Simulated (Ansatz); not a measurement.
# Si: how the free axis answers a strain

Si, P6_3/mmc, a = 3.802 Å, c = 6.289 Å. This isn't the element's structure at ambient conditions. Ansatz: LDA, PAW, 420 eV, Γ-centred 12×12×6 mesh on 4 atoms, Gaussian smearing 0.02 eV; no spin polarisation. Series: uniaxial strain along c, with a, b and atoms relaxed; x is the strain in per cent. y is the change of a in per cent of 3.802 Å.

| x (%) | y (%) |
| --- | --- |
| -4.5 | ? |
| -3.0 | 0.52 |
| -1.5 | 0.25 |
| 0.0 | 0.00 |
| 1.5 | -0.24 |
| 3.0 | -0.46 |
| 4.5 | -0.66 |

Task: Fit y = c1 x + c2 x² to the other rows, say what c1 measures, and predict the missing y.

Result: Least squares on the rows shown. y = −0.1629 x + 0.003510 x². So −c1 = 0.163 is Poisson's ratio for this pair of axes. At x = -4.5 the fit asked for gives 0.80 %. The run gave 0.80 %, the same to the digits shown. Note that the gap is closed there and open in the run one row down.

Where the gap has closed, the smearing of 0.02 eV or less is narrow for a metal on this mesh.